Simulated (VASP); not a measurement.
## GaN: single point with PBE

**The experiment to reproduce.**

“Studying electronic properties in GaN without electrical contacts using γ-γ vs e−-γ Perturbed Angular Correlations”, 2019, pmc:6823545 quotes, for a bulk crystal of GaN: band gap 3.503 ± 0.005 eV (direct).

The system is GaN.

```xyz
4
Lattice="3.1800 0.0000 0.0000 -1.5900 2.7540 0.0000 0.0000 0.0000 5.1660" Properties=species:S:1:pos:R:3 pbc="T T T"
Ga    1.5900    0.9180    2.5830
Ga    0.0000    1.8360    0.0000
N     1.5900    0.9180    4.5203
N     0.0000    1.8360    1.9373
```

```
Program                : VASP 6.6.1
Task                   : single point
Functional             : PBE
Potentials or basis    : VASP PAW PBE potentials, release 64 (Ga_d, N)
Cutoff                 : 520 eV
k mesh                 : 10 × 10 × 5
Occupations            : gaussian, width 0.011 eV
Spin                   : no spin polarisation
Further INCAR settings : ALGO = Fast; EDIFF = 1e-06; NBANDS = 26
```

```
Pressure               : 7.4 GPa
Largest force          : 0.135 eV/Å
Band gap on the k mesh : 1.97 eV, direct
```

Forces in eV/Å, atoms in the order of the input:
```
Ga   0.000  0.000 -0.135
Ga   0.000  0.000 -0.135
N    0.000  0.000  0.135
N    0.000  0.000  0.135
```

Stress tensor (GPa, compression positive):
```
6.71 0.00 0.00
0.00 6.71 0.00
0.00 0.00 8.88
```

Levels at points of the mesh, in eV from the valence-band top:
```
           k point  band 14  band 15  band 16  band 17  band 18  band 19  band 20  band 21  band 22  band 23
(0.00, 0.00, 0.00)    -1.06    -1.06    -0.06     0.00     0.00     1.97     4.30     9.26     9.92     9.92
(0.50, 0.00, 0.00)    -5.29    -4.27    -2.78    -2.26    -0.99     5.08     5.61     6.08     8.67    10.39
```

Run time: 34 s on 1 thread of AMD EPYC 9R45 (Zen 5), on a shared host, peak memory 0.14 GiB.

A measured gap of GaN is 3.503 eV (direct; quoted in “Studying electronic properties in GaN without electrical contacts using γ-γ vs e−-γ Perturbed Angular Correlations”, 2019, pmc:6823545); the calculated 1.97 eV misses it by -1.53 eV. Spin-orbit coupling on Ga is left out. The value is that of PBE, without temperature or zero-point motion. Semilocal functionals fall short of measured gaps as a rule.
